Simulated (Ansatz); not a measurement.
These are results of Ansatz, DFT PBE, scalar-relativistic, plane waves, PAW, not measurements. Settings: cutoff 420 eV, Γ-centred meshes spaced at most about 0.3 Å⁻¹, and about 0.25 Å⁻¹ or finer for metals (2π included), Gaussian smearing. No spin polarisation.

These are static total energies at zero pressure.

Question: Which of these relaxed structures of Mg7Te is the lowest in energy?
A. Space group Im-3m (No. 229), cubic, a = 7.249 Å. Mg on a site of symmetry -3m is surrounded by 2 Te at 3.14 Å, 6 Mg at 3.14 Å and 6 Mg at 3.62 Å; around Mg on a site of symmetry 4/mmm lie 8 Mg at 3.14 Å, 2 Te at 3.62 Å and 4 Mg at 3.62 Å; around Te lie 8 Mg at 3.14 Å and 6 Mg at 3.62 Å.
B. Space group Fm-3m (No. 225), cubic, a = 9.104 Å. Mg on a site of symmetry mmm is surrounded by 10 Mg at 3.22 Å and 2 Te at 3.22 Å; Mg on a site of symmetry m-3m is surrounded by 12 Mg at 3.22 Å; Te has 12 Mg at 3.22 Å.
C. Space group P6_3/mmc (No. 194), hexagonal, a = 6.331 Å, c = 10.865 Å. Mg on a site of symmetry 2/m is surrounded by 10 Mg at 3.17–3.27 Å and 2 Te at 3.17 Å; around Mg on a site of symmetry mm2 lie 10 Mg at 3.12–3.27 Å and 2 Te at 3.29 Å; Mg on a site of symmetry -6m2 is surrounded by 12 Mg at 3.17–3.27 Å; Te has 12 Mg at 3.17–3.29 Å.

Answer: B. The next of these, C, lies 37 meV/atom higher. Counting Mg atoms around Te (those within 1.25 times the shortest such distance or 1.15 times the sum of covalent radii; a plus sign parts nearer from farther groups): B has Te 12; C has Te 12; A has Te 8+6. All come from invented guesses.

These runs have no spin–orbit coupling, which can matter for Te. Cells relaxed within their symmetry can be saddle points. Some types were kept out of the candidates beforehand, so the set may lack a known form.
